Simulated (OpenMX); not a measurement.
Runs of OpenMX 3.8.5 on Ge. Symmetry: Fd-3m, No. 227, cubic system. Conventional cell: a = 5.658 Å, b = 5.658 Å, c = 5.658 Å, α = 90.00°, β = 90.00°, γ = 90.00°. Ge (site symmetry -43m) is surrounded by 4 Ge at 2.45 Å. 

| task | potentials or basis | cell | gap on the mesh (eV) | pressure (GPa) | largest force (eV/Å) |
| --- | --- | --- | --- | --- | --- |
| band structure | OpenMX 2013 PBE set, Ge7.0-s3p2d2, grid cutoff 300 Ry | as given | 0.08 | 5.4 | - |
| single point | OpenMX 2013 PBE set, Ge7.0-s3p2d2, grid cutoff 420 Ry | as given | 0.08 | 5.4 | - |
| single point | OpenMX 2013 PBE set, Ge7.0-s3p2d2, grid cutoff 420 Ry | atom 1 moved by [0.0, -0.0212, -0.0212] A | 0.06 | - | 0.37 |
| band structure | OpenMX 2013 PBE set, Ge7.0-s2p2d1, grid cutoff 300 Ry | as given | - | (a) | - |
| band structure | OpenMX 2013 PBE set, Ge7.0-s3p2d2f1, grid cutoff 300 Ry | as given | - | 5.1 | - |
| single point | OpenMX 2013 PBE set, Ge7.0-s3p2d2, grid cutoff 420 Ry | atom 1 moved by [0.0, 0.0212, 0.0212] A | 0.06 | - | 0.36 |

Alike in all rows: level PBE; no spin polarisation; k mesh 7 × 7 × 7; smearing fermi-dirac 0.05 eV.

Question: Fill in the values left out.

Answer: (a) 6.2.

Caveats: the basis of atomic orbitals isn't converged, which shifts pressures, moduli and gaps; an odd mesh through Γ misses points on the zone boundary, where band edges often lie (some runs).

A k mesh can miss the band edges, and the runs leave out spin-orbit coupling on Ge.
